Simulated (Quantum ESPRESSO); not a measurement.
# AgCl (Chlorargyrite): Wannier functions with LDA

**The experiment to reproduce.**

A printed reference work, data compilation reports, for a bulk crystal of AgCl: band gap 3.249 eV (indirect).

The system is AgCl (Chlorargyrite).

```
Ag Cl
1.0
     0.00000    2.73500    2.73500
     2.73500    0.00000    2.73500
     2.73500    2.73500    0.00000
Ag Cl
1 1
Direct
  0.00000 0.00000 0.00000
  0.50000 0.50000 0.50000
```

* Program: Quantum ESPRESSO 7.5
* Task: Wannier functions
* Functional: LDA
* Potentials or basis: JTH 2.0 LDA
* Cutoff: 490 eV
* Density cutoff: 2939 eV
* k mesh: 6 × 6 × 6
* Occupations: fermi-dirac, width 0.05 eV
* Spin: no spin polarisation
* Form of the LDA correlation: PW92
* Mixing beta: 0.5
* Most SCF iterations: 120
* SCF threshold: 4e-10 Ry
* k mesh for the Wannier functions: 5 × 5 × 5

```
Pressure                      : -3.8 GPa
Band gap on the k mesh        : 0.61 eV, indirect (least direct gap 3.08 eV)
Band gap along the path       : 0.61 eV, indirect (least direct gap 2.88 eV)
Total Wannier spread          : 8.69 Å² over 9 functions
RMS miss of the Wannier bands : 0.010 eV
```

Levels at the corners of the path, in eV from the valence-band top:
```
point  band 6  band 7  band 8  band 9  band 10  band 11
    Γ   -2.66   -2.47   -2.47   -2.47     0.61    10.58
    X   -2.44   -2.14   -2.14   -2.03     2.01     7.74
    W   -2.18   -2.14   -2.13   -1.35     4.02     7.67
    K   -2.21   -2.01   -1.82   -1.16     3.33     7.03
    Γ   -2.66   -2.47   -2.47   -2.47     0.61    10.58
    L   -2.28   -1.93    0.00    0.00     3.85     6.54
    U   -2.21   -2.01   -1.82   -1.16     3.33     7.03
    W   -2.18   -2.14   -2.13   -1.35     4.02     7.67
    L   -2.28   -1.93    0.00    0.00     3.85     6.54
    K   -2.21   -2.01   -1.82   -1.16     3.33     7.03
    U   -2.21   -2.01   -1.82   -1.16     3.33     7.03
    X   -2.44   -2.14   -2.14   -2.03     2.01     7.74
```

Wannier functions:
| function | nearest atom | distance (Å) | spread (Å²) | on-site energy from the reference level (eV) |
| --- | --- | --- | --- | --- |
| 1 | 2 Cl | 0.45 | 1.20 | -6.56 |
| 2 | 2 Cl | 0.45 | 1.20 | -6.55 |
| 3 | 2 Cl | 0.45 | 1.20 | -6.58 |
| 4 | 1 Ag | 0.00 | 0.80 | -2.66 |
| 5 | 1 Ag | 0.00 | 0.80 | -2.67 |
| 6 | 1 Ag | 0.00 | 0.77 | -2.72 |
| 7 | 1 Ag | 0.00 | 0.77 | -2.72 |
| 8 | 2 Cl | 0.46 | 1.19 | -6.68 |
| 9 | 1 Ag | 0.00 | 0.75 | -2.75 |

Parts of the spread (Å²): invariant 7.66, diagonal 0.000, off-diagonal 1.03, total 8.69. Against the direct bands the interpolation misses by 10 meV (root mean square) and 47 meV at most, for states up to 1 eV over the reference level.

It took 35 s on 1 thread of Arm Neoverse V2 (shared host), peak memory 0.09 GiB.

A measured gap of AgCl is 3.249 eV (indirect; a printed reference work, data compilation); the calculated 0.61 eV misses it by -2.64 eV. So large a miss can be the level of theory's own, or it may mean another phase, state or a wrong row. Spin-orbit coupling on Ag is left out. The value is that of LDA, without temperature or zero-point motion. Semilocal functionals fall short of measured gaps as a rule.

Caveat: the cutoff is low for these files, which shifts pressure and relaxed volume; the Wannier minimisation didn't converge.
